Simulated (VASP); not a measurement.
Here is a VASP 6.6.1 calculation.

INCAR

```
PREC     = Accurate       # precision mode
ENCUT    = 520            # plane-wave cutoff, eV
EDIFF    = 1E-7           # SCF threshold, eV
ISMEAR   = -1             # smearing method
SIGMA    = 0.05           # smearing width, eV
LREAL    = F              # projectors in reciprocal space
LASPH    = T              # aspherical terms in the spheres
NELM     = 80             # most SCF steps
ALGO     = Normal         # electronic algorithm
ISIF     = 2              # what is computed and relaxed
LWAVE    = F              # write WAVECAR
LCHARG   = F              # write CHGCAR
GGA      = PS             # functional
NBANDS   = 17             # bands
```

Contents of KPOINTS:

```
regular mesh
0
Gamma
  8 8 8
```

File POSCAR:

```
PbSe
1.0
    0.0000000000      3.0606500000      3.0606500000
    3.0606500000      0.0000000000      3.0606500000
    3.0606500000      3.0606500000      0.0000000000
Pb Se
1 1
Direct
    0.0000000000      0.0000000000      0.0000000000
    0.5000000000      0.5000000000      0.5000000000
```

Potentials or basis: VASP PAW PBE potentials, release 64 (Pb_d, Se).

Launch:

```console
$ cat potpaw_PBE.64/Pb_d/POTCAR potpaw_PBE.64/Se/POTCAR > POTCAR
$ mpirun -np 1 vasp_std > vasp.out
```

Problem. What does it give for the band gap on the k mesh?

Solution. 0.20 eV, direct.

Problem. Predict the pressure.

Solution. -0.5 GPa.

Caveat: the PAW data sets were made with another functional, which shifts forces and pressure a little; spin-orbit coupling is left out, which as a rule narrows the gap of such compounds by several tenths of an eV.

**Measured values to compare with.**

A printed reference work, monograph reports, for a bulk crystal of PbSe at 300 K: band gap 0.28 eV (direct).

Against the measured gap of PbSe, 0.28 eV (direct; 300 K; a printed reference work, monograph), the calculated 0.20 eV is off by -0.08 eV. 2 values of this kind are on record (0.15 to 0.28 eV); this one was drawn at random. Spin-orbit coupling on Pb, Se is left out. The value is that of PBEsol on a finite k mesh, which can miss the band edges, without temperature or zero-point motion. Semilocal functionals fall short of measured gaps as a rule.
